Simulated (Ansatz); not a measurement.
A: RuO2 (rutile), a = 4.523 Å, b = 4.523 Å, c = 3.119 Å, α = 90.00°, β = 90.00°, γ = 90.00°
B: ZnO (wurtzite), a = 3.279 Å, b = 3.279 Å, c = 5.294 Å, α = 90.00°, β = 90.00°, γ = 120.00°
C: MoSi$_{2}$ (MoSi2 type, space group I4/mmm), a = b = 3.217 Å, c = 7.873 Å, α = β = γ = 90.00°
D: Tl (hcp, Mg type), a = b = 3.6083 Å, c = 5.5742 Å, α = β = 90.00°, γ = 120.00°

Scan: energy against volume (even scaling of the relaxed cell, symmetry kept). One method and one kind of scan serve all of them; meshes and ranges differ. All were relaxed with their symmetry unable to fall. MoSi2 is run without spin polarisation. RuO2 is run without spin polarisation and with no Hubbard U. Spin-orbit coupling is left out. The relaxed volume of Tl is well above the measured one; the method has no dispersion term.

**Question.** Order them by bulk modulus at fixed cell shape (fitted) (highest first) at the level PBE (plane waves to 420 eV, PAW, scalar-relativistic; Ansatz, a program for electronic structure).

**Answer.** A (260 GPa), C (205 GPa), B (129 GPa), D (26.2 GPa)

(Under strain, the slope of the energy per volume gives the stress and its curvature an elastic modulus.)
